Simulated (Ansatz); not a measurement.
Crystal: ZnO, rock salt type, 2 atoms in the cell.

All numbers below come from Ansatz, r²SCAN, plane waves, PAW datasets (generated soft set 1).

Cutoff 500 eV; k-mesh 13×13×13 Γ-centred; Fermi–Dirac smearing of 0.1 eV; no spin polarisation.

(1) What equilibrium volume, lattice constant and bulk modulus does this give?

Results:

(1) V₀ = 9.718 Å³/atom (a₀ = 4.268 Å), B₀ = 194 GPa, B₀′ = 4.45. The points behind the fit:

| V (Å³/atom) | a (Å) | E − E(min) (meV/atom) | P (GPa) |
| --- | --- | --- | --- |
| 9.328 | 4.2102 | 9.70 | 8.68 |
| 9.633 | 4.2554 | 0.00 | 1.74 |
| 9.937 | 4.2998 | 2.42 | -4.11 |
| 10.241 | 4.3432 | 15.04 | -9.05 |
| 10.545 | 4.3858 | 36.28 | -13.21 |

The stress includes the program's correction for the finite plane-wave basis.

This cubic structure is a model: it isn't the usual form of the substance at ambient conditions, and such phases are metastable or hypothetical.
